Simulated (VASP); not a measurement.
Write the native input for VASP 6.6.1 that does the following.

- Task: relaxation of cell and atoms
- Functional: PBE
- Potentials or basis: VASP PAW PBE potentials, release 64 (Mg, Sn_d)
- Cutoff: 600 eV
- k mesh: 10 × 10 × 10
- Occupations: methfessel-paxton, width 0.1 eV
- Spin: no spin polarisation
- Further INCAR settings: ALGO = Normal; EDIFF = 1e-06; IBRION = 2; EDIFFG = -0.01; NSW = 90; ISIF = 3

The structure of Mg2Sn lies in POSCAR:

```
Mg2Sn
1.0
    0.0000000000      3.3695000000      3.3695000000
    3.3695000000      0.0000000000      3.3695000000
    3.3695000000      3.3695000000      0.0000000000
Mg Sn
2 1
Direct
    0.2500000000      0.2500000000      0.2500000000
    0.7500000000      0.7500000000      0.7500000000
    0.0000000000      0.0000000000      0.0000000000
```

These files were run (other wordings do the same):

INCAR

```
ALGO     = Normal         # electronic algorithm
EDIFF    = 1E-6           # SCF threshold, eV
EDIFFG   = -0.01          # ionic threshold
ENCUT    = 600            # plane-wave cutoff, eV
GGA      = PE             # functional
IBRION   = 2              # ionic algorithm
ISIF     = 3              # what is computed and relaxed
ISMEAR   = 1              # smearing method
LASPH    = True           # aspherical terms in the spheres
LCHARG   = False          # write CHGCAR
LREAL    = False          # projectors in reciprocal space
LWAVE    = False          # write WAVECAR
NELM     = 80             # most SCF steps
NSW      = 90             # ionic steps
PREC     = Accurate       # precision mode
SIGMA    = 0.1            # smearing width, eV
```

KPOINTS

```
k-points
0
Gamma
  10 10 10
```

Potentials or basis: VASP PAW PBE potentials, release 64 (Mg, Sn_d).

Launch:

```console
$ cat potpaw_PBE.64/Mg/POTCAR potpaw_PBE.64/Sn_d/POTCAR > POTCAR
$ mpirun -np 1 vasp_std > vasp.out
```

It gave:

- Relaxed volume: 26.34 Å³/atom
- Relaxed cell: a = 4.817 Å, b = 4.817 Å, c = 4.817 Å, α = 60.00°, β = 60.00°, γ = 60.00°
- Space group after relaxing (to 0.05 Å): Fm-3m (No. 225)
- Energy gained by relaxing: 3.3 meV/atom
- Ionic steps: 2
- Pressure after relaxing: 0.0 GPa
- Band gap on the k mesh: none (metal or under the smearing width)

Caveat: this crystal is a semiconductor, whose small gap the functional closes, so the metal is an error of the method.

It took 56 s on 1 thread of AMD EPYC 9R45 (Zen 5), with other jobs on the host, peak memory 0.25 GiB.
